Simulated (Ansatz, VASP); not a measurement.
# Cross-check of LaHf15O32 between VASP and Ansatz

Wanted: the spread between two codes on one cell, functional and k mesh. The structure shown is the end of the VASP relaxation below.

Main program and level: Ansatz 0.2.0; plane waves, with VASP 6.6.1 beside it; single point at PBEsol.

## Step 1: Set-up

The cell holds 48 atoms: 1 La, 15 Hf and 32 O. Cell: a = 9.447 Å, b = 8.418 Å, c = 9.447 Å, α = 110.8°, β = 113.9°, γ = 108.2°. It derives from HfO2. Nearest the centre at fractional (0.582, 0.492, 0.367): La1 at 0.12 Å, O17 at 2.20 Å, O24 at 2.29 Å, O37 at 2.31 Å, O29 at 2.32 Å, O33 at 2.37 Å, O42 at 2.38 Å, O45 at 2.40 Å. The cell carries charge −1.

## Step 2: VASP: relaxation, PBEsol

This run makes the geometry at which the two programs are then compared.

Lines of VASP's logs that name or quote its potential files are left out, and so is its time.

INCAR reads:

```
SYSTEM = LaHf15O32
PREC = Normal
ENCUT = 400
EDIFF = 1E-05
NELM = 120
ISMEAR = 0
SIGMA = 0.05
LREAL = Auto
ALGO = Fast
GGA = PS
NELECT = 264
NBANDS = 168
LASPH = .TRUE.
LORBIT = 11
LWAVE = True
LCHARG = .FALSE.
KPAR = 4
NCORE = 2
IBRION = 2
NSW = 50
ISIF = 2
EDIFFG = -0.03
POTIM = 0.4
MAXMIX = 40
ISYM = 0
```

POSCAR reads:

```
LaHf15O32
1.0
   -5.9673531372      5.1550931106      5.2013982453
    4.2103679982     -5.1550931106      5.1530429201
    5.9673531372      5.1550931106     -5.2013982453
La Hf O
1 15 32
Direct
    0.5852304300      0.4944742100      0.3706138500
    0.0818768200      0.9923264200      0.3670382700
    0.0818768200      0.4923264200      0.8670382700
    0.5818768200      0.9923264200      0.8670382700
    0.8747118500      0.7576735800      0.8395504000
    0.3747118500      0.2576735800      0.8395504000
    0.3747118500      0.7576735800      0.3395504000
    0.8747118500      0.2576735800      0.3395504000
    0.4181231800      0.5076735800      0.6329617300
    0.9181231800      0.0076735800      0.6329617300
    0.9181231800      0.5076735800      0.1329617300
    0.4219557100      0.0159824400      0.1412015400
    0.1252881500      0.2423264200      0.1604496000
    0.6252881500      0.7423264200      0.1604496000
    0.6252881500      0.2423264200      0.6604496000
    0.1252881500      0.7423264200      0.6604496000
    0.5084004100      0.4591707000      0.1221475200
    0.0048688100      0.9563200200      0.1176422900
    0.0048688100      0.4563200200      0.6176422900
    0.5048688100      0.9563200200      0.6176422900
    0.6613222700      0.7936799800      0.7985487900
    0.1613222700      0.2936799800      0.7985487900
    0.1613222700      0.7936799800      0.2985487900
    0.6640264600      0.2934222700      0.3027137100
    0.4951311900      0.5436799800      0.8823577100
    0.9951311900      0.0436799800      0.8823577100
    0.9951311900      0.5436799800      0.3823577100
    0.4951311900      0.0436799800      0.3823577100
    0.3388113700      0.2067624000      0.2057158300
    0.8386777300      0.7063200200      0.2014512100
    0.8386777300      0.2063200200      0.7014512100
    0.3386777300      0.7063200200      0.7014512100
    0.8576529800      0.7090529000      0.5937028500
    0.3616918800      0.2143103300      0.5947293400
    0.3616918800      0.7143103300      0.0947293400
    0.8616918800      0.2143103300      0.0947293400
    0.3781227400      0.5385450300      0.4018855100
    0.8804190100      0.0356896700      0.3973815500
    0.8804190100      0.5356896700      0.8973815500
    0.3804190100      0.0356896700      0.8973815500
    0.1383081200      0.2856896700      0.4052706600
    0.6428280300      0.7841146000      0.4140031500
    0.6383081200      0.2856896700      0.9052706600
    0.1383081200      0.7856896700      0.9052706600
    0.6198720900      0.4625088600      0.6021430200
    0.1195809900      0.9643103300      0.6026184500
    0.1195809900      0.4643103300      0.1026184500
    0.6195809900      0.9643103300      0.1026184500
```

KPOINTS reads:

```
Automatic mesh
0
Gamma
2 2 2
0 0 0
```

PAW data sets: La, Hf and O (PBE family, release 64).

Launch:

```sh
$ mpirun -np 8 vasp_std
```

Numbers of over 12 decimals in the logs are rounded to 6 here.

Output:

```text
[banner, memory and clock lines left out]
running    8 mpi-ranks, on    1 nodes
[...]
|                                                                             |
|               ----> ADVICE to this user running VASP <----                  |
|                                                                             |
|     You enforced a specific xc type in the INCAR file but a different       |
|     [... a line on the potential file left out ...]
|     I HOPE YOU KNOW WHAT YOU ARE DOING!                                     |
|                                                                             |

 LDA part: xc-table for (Slater+PW92), standard interpolation
 POSCAR, INCAR and KPOINTS ok, starting setup
[...]
entering main loop
       N       E                     dE             d eps       ncg     rms          rms(c)
DAV:   1     0.272785881513E+04    0.27279E+04   -0.10159E+05  2760   0.136E+03
DAV:   2    -0.125449968177E+03   -0.28533E+04   -0.26217E+04  3128   0.394E+02
[...]
RMM:  16    -0.494388921978E+03   -0.78847E-05   -0.83221E-05  2277   0.330E-02
   1 F= -.49438892E+03 E0= -.49438892E+03  d E =-.494389E+03
[... from here on, the cycles between the ionic steps are left out ...]
  35 F= -.49791091E+03 E0= -.49791091E+03  d E =-.173400E-02
  36 F= -.49791175E+03 E0= -.49791175E+03  d E =-.835651E-03
  37 F= -.49791191E+03 E0= -.49791191E+03  d E =-.100083E-02
  38 F= -.49791252E+03 E0= -.49791252E+03  d E =-.602713E-03
  39 F= -.49791269E+03 E0= -.49791269E+03  d E =-.774373E-03
  40 F= -.49791269E+03 E0= -.49791269E+03  d E =-.771625E-03
  41 F= -.49791269E+03 E0= -.49791269E+03  d E =-.779202E-03
  42 F= -.49791303E+03 E0= -.49791303E+03  d E =-.339043E-03
  43 F= -.49791318E+03 E0= -.49791318E+03  d E =-.483949E-03
  44 F= -.49791321E+03 E0= -.49791321E+03  d E =-.518104E-03
  45 F= -.49791322E+03 E0= -.49791322E+03  d E =-.522447E-03
  46 F= -.49791322E+03 E0= -.49791322E+03  d E =-.525394E-03
  47 F= -.49791322E+03 E0= -.49791322E+03  d E =-.524993E-03
  48 F= -.49791348E+03 E0= -.49791348E+03  d E =-.260046E-03
 trial-energy change:   -0.000260  1 .order   -0.000254   -0.000360   -0.000149
 step:   1.1122(harm=  1.1122)  dis= 0.00148  next Energy=  -497.913525 (dE=-0.307E-03)
 reached required accuracy - stopping structural energy minimisation
 writing wavefunctions
```

OUTCAR, selected parts (step 2):

```text
  Total        6.7763691     10.2330690      1.9990060      2.4344352     -0.5121579      4.4960039
  in kB       20.0006528     30.2032044      5.9001251      7.1853072     -1.5116491     13.2700879
  external PRESSURE =      18.7013274 kB  Pullay stress =       0.0000000 kB

 POSITION                                       TOTAL-FORCE (eV/Angst)
 -----------------------------------------------------------------------------------
      0.74736      2.44808      3.70479        -0.003623      0.006665      0.003165
      5.88548     -2.76978      3.61858        -0.000027     -0.002370      0.001749
      6.77490      2.35286     -1.54683        -0.000662     -0.004259      0.003187
      5.89790      2.37737      3.61858        -0.012541     -0.014940     -0.017338
      3.04246      4.96511      4.09710        -0.002417      0.005187      0.011679
      3.83740      4.91237     -1.07408         0.000522      0.010737     -0.005506
      2.98494     -0.20263      4.09860        -0.007525     -0.011893     -0.000385
     -2.15980      4.98236      4.11026         0.003718      0.010386      0.003461
      3.42527      2.79635      1.50731         0.000358     -0.002703      0.006743
     -1.63757      7.95822      1.55035         0.004749      0.000192     -0.000254
     -2.55620      2.82429      6.70206         0.012437      0.002627      0.014305
      2.50181     -2.34448      6.63037        -0.004866     -0.000612     -0.005593
      1.25244      0.23782      1.06451         0.001904     -0.001629      0.001766
      0.32344      0.21321      6.25151        -0.002369      0.011495     -0.000480
[...]
-----------------------------------------------------------------------------------
    total drift:                               -0.014578      0.103572      0.043581

  FREE ENERGIE OF THE ION-ELECTRON SYSTEM (eV)
  ---------------------------------------------------
  free  energy   TOTEN  =      -497.9134785789 eV

  energy  without entropy=     -497.9134785789  energy(sigma->0) =     -497.91347858

 reached required accuracy - stopping structural energy minimisation

[... 2 further parts left out ...]
```

The cell is charged against a uniform background. The data set Hf keeps the semicore shell frozen, which is cheaper and a little less accurate.

(Part 1 of 2 ends here.)

[Lines on the potential files, build, host, timing and source positions are cut from VASP's logs without a mark.]

[Logs are printed without paths, hosts, clocks, repeated set-up lines and the standing remarks that a program may print on its own settings, such as how far it seeks lower states.]

[Hosts, paths, dates, database ids (printed as entryN), source tags and the programs' standing remarks are cut or masked in the printed files.]
